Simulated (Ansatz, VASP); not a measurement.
**Ba in VASP and in Ansatz**

```
CELL_PARAMETERS angstrom
-2.50000 2.50000 2.50000
2.50000 -2.50000 2.50000
2.50000 2.50000 -2.50000
ATOMIC_POSITIONS crystal
Ba 0.00000 0.00000 0.00000
```

Alike in both runs: task single point; functional PBE; k mesh 14 × 14 × 14; occupations gaussian, width 0.15 eV; no spin polarisation.

|  | VASP | Ansatz |
| --- | --- | --- |
| version | VASP 6.6.1 | Ansatz 0.2.0 |
| potentials or method | VASP PAW PBE potentials, release 64 (Ba_sv) | scalar-relativistic, plane waves, PAW |
| plane-wave cutoff (eV) | 520 | 420 |
| valence electrons in the cell | 10 | 10 |

|  | VASP | Ansatz | Ansatz less VASP |
| --- | --- | --- | --- |
| gap on the k mesh at the Fermi level (eV) | none | none | - |
| pressure (GPa) | 0.2 | 0.1 | -0.05 |

A gap of «none» marks a metal or a gap that the smearing closes.

Spin-orbit coupling is left out, which matters for the levels of Ba.
